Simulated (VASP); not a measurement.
Here is a VASP 6.6.1 calculation.

The input INCAR:

```
PREC = Accurate ; ENCUT = 600
EDIFF = 1E-6 ; ISMEAR = -5
SIGMA = 0.1 ; LREAL = False
LASPH = True ; NELM = 80
ALGO = Fast ; ISIF = 3
LWAVE = False ; LCHARG = False
GGA = PS ; IBRION = 2
NSW = 100 ; EDIFFG = -0.005
```

Contents of KPOINTS:

```
Automatic mesh
0
Gamma
  8 8 8
```

The input POSCAR:

```
MgSe
1.0
    0.0000000000      2.7963236656      2.7963236656
    2.7963236656      0.0000000000      2.7963236656
    2.7963236656      2.7963236656      0.0000000000
Mg Se
1 1
Direct
    0.0000000000      0.0000000000      0.0000000000
    0.5000000000      0.5000000000      0.5000000000
```

Potentials or basis: VASP PAW PBE potentials, release 64 (Mg, Se).

The run is started by

```bash
$ cat potpaw_PBE.64/Mg/POTCAR potpaw_PBE.64/Se/POTCAR > POTCAR
$ mpirun -np 1 vasp_std > vasp.out
```

Problem. Estimate the relaxed cell.

Solution. a = 3.852 Å, b = 3.852 Å, c = 3.852 Å, α = 60.00°, β = 60.00°, γ = 60.00°.

Problem. Predict the band gap on the k mesh.

Solution. 1.76 eV, indirect (least direct gap 2.51 eV).

Problem. Estimate the relaxed volume.

Solution. 20.21 Å³/atom.

Final structure:
```cif
data_structure
_symmetry_space_group_name_H-M 'P 1'
_symmetry_Int_Tables_number 1
_cell_length_a 3.8523
_cell_length_b 3.8523
_cell_length_c 3.8523
_cell_angle_alpha 60.000
_cell_angle_beta 60.000
_cell_angle_gamma 60.000
_cell_volume 40.42
loop_
_atom_site_label
_atom_site_type_symbol
_atom_site_fract_x
_atom_site_fract_y
_atom_site_fract_z
_atom_site_occupancy
Mg1 Mg 0.00000 0.00000 0.00000 1
Se1 Se 0.50000 0.50000 0.50000 1
```

Caveat: the PAW data sets were made with another functional, which shifts forces and pressure a little. A k mesh can miss the band edges.
